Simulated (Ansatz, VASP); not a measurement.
## TaN: VASP beside Ansatz

File INCAR:

```
SYSTEM = TaN
PREC = Accurate ; ENCUT = 520
EDIFF = 1E-6 ; ISMEAR = -1
SIGMA = 0.05 ; LREAL = .FALSE.
LASPH = .TRUE. ; NELM = 100
ALGO = Normal ; ISIF = 2
LWAVE = .FALSE. ; LCHARG = .FALSE.
GGA = RP ; NBANDS = 15
```

Contents of KPOINTS:

```
Automatic mesh
0
G
  10 10 10
  0 0 0
```

POSCAR

```
TaN
1.0
    0.0000000000      2.2113230000      2.2113230000
    2.2113230000      0.0000000000      2.2113230000
    2.2113230000      2.2113230000      0.0000000000
Ta N
1 1
Direct
    0.5000000000      0.5000000000      0.5000000000
    0.0000000000      0.0000000000      0.0000000000
```

The input input.yaml:

```yaml
crystal:
  lattice:
    - [0.0, 2.211323, 2.211323]
    - [2.211323, 0.0, 2.211323]
    - [2.211323, 2.211323, 0.0]
  atoms:
    - { symbol: Ta, position: [0.5, 0.5, 0.5] }
    - { symbol: "N", position: [0.0, 0.0, 0.0] }
kpoints:
  mp_grid: { grid: [10, 10, 10] }
  band_path:
    path:
      - [0.0, 0.0, 0.0]
      - [0.5, 0.0, 0.5]
      - [0.5, 0.25, 0.75]
      - [0.375, 0.375, 0.75]
      - [0.0, 0.0, 0.0]
      - [0.5, 0.5, 0.5]
      - [0.625, 0.25, 0.625]
      - [0.5, 0.25, 0.75]
    npoints: 10
scf:
  occupations: { method: fermi_dirac, width: 0.05 }
hamiltonian:
  xc: rpbe
  pseudopotentials: { kind: all_electron, lapw: { basis_error: 0.001 } }
output:
  forces: true
  stress: true
  eigenvalues: true
```

The cell comes from a database or a generator and needn't be the stable form of this composition.

Alike in both runs: functional RPBE; k mesh 10 × 10 × 10; occupations fermi-dirac, width 0.05 eV; no spin polarisation.

```csv
,VASP,Ansatz
version,VASP 6.6.1,Ansatz 0.2.0
potentials or method,"VASP PAW PBE potentials, release 64 (Ta_pv, N)","all-electron LAPW, scalar-relativistic"
plane-wave cutoff (eV),520,see its input
task,single point,band structure
```

VASP gave:

* gap on the k mesh at the Fermi level (eV): none
* pressure (GPa): 4.0

Q: Which values does Ansatz return?

A: gap on the k mesh at the Fermi level (eV): none; pressure (GPa): 3.5.

A gap of «none» marks a metal or a gap that the smearing closes. Ansatz ran all-electron here, so the differences hold the error of VASP's frozen core and of both bases.

Caveats: the PAW data sets were made with another functional, which shifts forces and pressure a little (VASP); spin-orbit coupling is left out, which moves the levels of the heavy elements (Ansatz). Spin-orbit coupling is left out, which matters for the levels of Ta.
